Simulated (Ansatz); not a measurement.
FeO (Wuestite):

```
Fe O
1.0
     1.51882    0.87689    2.51958
    -1.51882    0.87689    2.51958
     0.00000   -1.75378    2.51958
Fe O
1 1
Cartesian
  0.0000 0.0000 0.0000
  0.0000 0.0000 3.7794
```

Base run:

| Property | Result |
| --- | --- |
| Program | Ansatz 0.2.0 |
| Functional | PBE |
| Potentials or basis | all-electron LAPW, scalar-relativistic |
| Cutoff | 348 eV (chosen from the basis error) |
| Basis error allowed | 0.001 eV/atom |
| k mesh | 11 × 11 × 11 |
| Occupations | fermi-dirac, width 0.05 eV |
| Spin | collinear spin, ferromagnetic start |
| Starting moments | [3.0, 0.0] μB |

Its results: pressure -1.3 GPa; net moment 4.00 μB per cell; site moments Fe +3.63; O +0.32 μB.

The run is repeated on the same cell with these changes: functional from PBE to LDA. What comes out?

Pressure -16.4 GPa; net moment 4.00 μB per cell; site moments Fe +3.59; O +0.34 μB.

LDA binds more tightly than PBE, so the same cell stands under less pressure.

Caveats: a cell with one magnetic atom can't hold antiferromagnetic order, which such compounds often take.
